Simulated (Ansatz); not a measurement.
GeO2 (rutile, P4_2/mnm), plane-wave PAW PBEsol (Ansatz code). The conduction-band minimum lies at Γ, with 1 equivalent valley. Second derivatives d²E/dk² of the lowest band at one valley (eV·Å²), along Cartesian directions:

| direction | d²E/dk² |
|---|---|
| [100] | 31.12 |
| [010] | 31.12 |
| [001] | 37.32 |
| [110] | 31.12 |
| [101] | 34.22 |
| [011] | 34.22 |

Task: Find the principal effective masses, the density-of-states mass and the conductivity mass.

Result: Off-diagonal terms follow from H_xy = H[110] − (H_xx + H_yy)/2, and m*/mₑ = 7.620 eV·Å² over each eigenvalue: 0.20, 0.24, 0.24. One valley's DOS mass (m₁m₂m₃)^(1/3) = 0.23, conductivity mass 3/(Σ 1/mᵢ) = 0.23 mₑ.

Task: What effective density of states Nc follows at 300 K for parabolic valleys?

Result: Nc = 2.509e19 × 1 × (0.23)^(3/2) ≈ 2.8e18 cm⁻³.

Task: With the computed static dielectric constant 14.1 (mean of the diagonal), estimate a hydrogenic donor's binding energy and radius.

Result: E = 13.606 eV × 0.23/14.1² ≈ 16 meV; a = 0.529 Å × ε/m* ≈ 32 Å. Semilocal masses tend to be too small where the gap is.

The PBEsol relaxation kept the symmetry of its start; phonons on a q-mesh show no instability. Scalar-relativistic: spin–orbit coupling is off unless named, which matters more the heavier the elements.

Potentials: the later of the program's two PAW sets.
